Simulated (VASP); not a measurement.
# Al2Cu: single point with PBEsol

Crystal: Al2Cu.

```
Al Cu
1.0
     4.29891    0.00000    0.00000
     0.00000    4.29891    0.00000
     0.00000    0.00000    2.85428
Al Cu
2 1
Direct
  0.50000 0.00000 0.50000
  0.00000 0.50000 0.50000
  0.00000 0.00000 0.00000
```

The cell comes from a database or a generator and needn't be the stable form of this composition.

The cell isn't the ideal one: strained and moved within a subgroup.

| Quantity | Value |
| --- | --- |
| Program | VASP 6.6.1 |
| Task | single point |
| Functional | PBEsol |
| Potentials or basis | VASP PAW PBE potentials, release 64 (Al, Cu) |
| Cutoff | 520 eV |
| k mesh | 10 × 10 × 14 |
| Occupations | gaussian, width 0.1 eV |
| Spin | no spin polarisation |
| Dipole correction | no |
| Further INCAR settings | ALGO = Fast; EDIFF = 1e-07; NBANDS = 16 |

| Property | Result |
| --- | --- |
| Pressure | -7.8 GPa |
| Band gap on the k mesh | none (metal or under the smearing width) |

Stress tensor (GPa, compression positive):
```
-8.38  0.00  0.00
 0.00 -8.38  0.00
 0.00  0.00 -6.61
```

Levels at points of the mesh, in eV from the Fermi level:
```
           k point  band 7  band 8  band 9  band 10  band 11  band 12
(0.00, 0.00, 0.00)   -2.46   -2.46   -0.77     0.66     5.16     5.16
(0.50, 0.00, 0.00)   -3.72   -1.30    1.11     1.23     1.30     7.57
(0.50, 0.50, 0.00)   -3.73   -3.73   -2.32     8.09     8.09     8.39
(0.00, 0.00, 0.50)   -2.67    1.89    2.52     2.52     2.69     2.69
(0.50, 0.00, 0.50)   -2.81   -2.16   -1.47     3.62     3.76     4.20
(0.50, 0.50, 0.50)   -2.18   -2.18   -0.59    -0.42    -0.14    -0.14
```

Wall time 63 s on 1 thread of Intel(R) Xeon(R) 6975P-C (Granite Rapids), on a shared host, peak memory 0.25 GiB.

Caveat: the PAW data sets were made with another functional, which shifts forces and pressure a little.
